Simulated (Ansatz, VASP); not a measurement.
One calculation of Si, two programs

Contents of POSCAR:

```
Si
1.0
    0.0000000000      2.7218511865      2.7218511865
    2.7218511865      0.0000000000      2.7218511865
    2.7218511865      2.7218511865      0.0000000000
Si
2
Direct
    0.5000000000      0.5000000000      0.5000000000
    0.7500000000      0.7500000000      0.7500000000
```

File INCAR.step1:

```
SYSTEM = Si
PREC = Accurate
ENCUT = 520
EDIFF = 1E-5
ISMEAR = -1
SIGMA = 0.05
LREAL = .False.
LASPH = .True.
NELM = 100
ALGO = Normal
ISIF = 2
LWAVE = .True.
NBANDS = 11
GGA = PE
```

File INCAR.step2:

```
SYSTEM = Si
PREC = Accurate
ENCUT = 520
EDIFF = 1E-7
ISMEAR = -1
SIGMA = 0.05
LREAL = .False.
LASPH = .True.
NELM = 100
ALGO = Normal
ISIF = 2
LWAVE = .False.
LCHARG = .False.
GGA = PE
LHFCALC = .True.
HFSCREEN = 0.2
AEXX = 0.5
PRECFOCK = Fast
NBANDS = 11
ISTART = 1
```

Contents of KPOINTS:

```
regular mesh
0
Gamma
  4 4 4
  0 0 0
```

input.yaml

```yaml
crystal:
  lattice:
    - [0.0, 2.7218511865, 2.7218511865]
    - [2.7218511865, 0.0, 2.7218511865]
    - [2.7218511865, 2.7218511865, 0.0]
  atoms:
    - { symbol: Si, position: [0.5, 0.5, 0.5] }
    - { symbol: Si, position: [0.75, 0.75, 0.75] }
hamiltonian:
  xc: { exchange: pbe, correlation: pbe, exx: { coeff: 0.5, omega: 0.2 } }
  pseudopotentials: { kind: paw }
kpoints:
  mp_grid: { grid: [4, 4, 4] }
scf:
  occupations: { method: fermi_dirac, width: 0.05 }
output:
  forces: true
  stress: true
  eigenvalues: true
```

Alike in both runs: task single point; functional HSE(alpha, omega); k mesh 4 × 4 × 4; occupations fermi-dirac, width 0.05 eV; no spin polarisation.

|  | VASP | Ansatz |
| --- | --- | --- |
| version | VASP 6.6.1 | Ansatz 0.2.0 |
| potentials or method | VASP PAW PBE potentials, release 64 (Si) | Ansatz PAW |
| plane-wave cutoff (eV) | 520 | 420 |
| valence electrons in the cell | 8 | 8 |

|  | VASP | Ansatz | Ansatz less VASP |
| --- | --- | --- | --- |
| gap on the k mesh at the Fermi level (eV) | 2.07 | 2.04 | -0.027 |
| least direct gap on the mesh (eV) | 4.25 | 4.23 | -0.020 |
| pressure (GPa) | -1.7 | -1.1 | +0.65 |

Caveats: the k mesh is coarse (spacing up to 0.50 Å⁻¹), so the values aren't converged, least of all with exact exchange; the PAW data sets were made with another functional, which shifts forces and pressure a little (VASP); the PAW data sets come from PBE, with cores solved anew for the run's functional, which leaves a small shift of forces and pressure (Ansatz); the thresholds are loose for stress (Ansatz). A k mesh can miss the band edges.
